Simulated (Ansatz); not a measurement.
Cu:

```
Cu
1.0
     2.53410    0.00000    0.00000
    -1.26705    2.19459    0.00000
     0.00000    0.00000    4.11257
Cu
2
Direct
  0.66667 0.33333 0.75000
  0.33333 0.66667 0.25000
```

This isn't the form of Cu at room conditions, which is fcc.

| Item | Value |
| --- | --- |
| Program | Ansatz 0.2.0 |
| Task | relaxation of cell and atoms |
| Functional | PBEsol |
| Dispersion | D4 |
| Potentials or basis | Ansatz PAW |
| Cutoff | 420 eV (not typed: the program's choice for these potentials) |
| k mesh | 12 × 12 × 7 |
| Occupations | fermi-dirac, width 0.05 eV |
| Spin | no spin polarisation |

At the start: volume 11.44 Å³/atom.

How do energy, volume and symmetry change on relaxing?

It ends after 7 steps and the volume is 11.05 Å³/atom (-3.3 %); space group P6_3/mmc (No. 194, to 0.05 Å).

The path:
| step | energy change (eV) | largest force (eV/Å) | volume (Å³) |
| --- | --- | --- | --- |
| 1 | 0.0000 | 0.0000 | 22.87 |
| 2 | -0.0107 | 0.0000 | 22.48 |
| 3 | -0.0145 | 0.0000 | 22.08 |
| 4 | -0.0145 | 0.0000 | 22.11 |
| 5 | -0.0139 | 0.0000 | 22.11 |
| 6 | -0.0139 | 0.0000 | 22.11 |
| 7 | -0.0139 | 0.0000 | 22.11 |

Final structure:
```cif
data_structure
_symmetry_space_group_name_H-M 'P 1'
_symmetry_Int_Tables_number 1
_cell_length_a 2.5028
_cell_length_b 2.5028
_cell_length_c 4.0756
_cell_angle_alpha 90.000
_cell_angle_beta 90.000
_cell_angle_gamma 120.000
_cell_volume 22.11
loop_
_atom_site_label
_atom_site_type_symbol
_atom_site_fract_x
_atom_site_fract_y
_atom_site_fract_z
_atom_site_occupancy
Cu1 Cu 0.66667 0.33333 0.75000 1
Cu2 Cu 0.33333 0.66667 0.25000 1
```

Caveat: the plane-wave basis is chosen anew once the cell has moved, so the energies of steps on either side of that aren't comparable; pairwise dispersion overbinds metals, which lowers pressure and volume; the PAW data sets come from PBE, with cores solved anew for the run's functional, which leaves a small shift of forces and pressure.
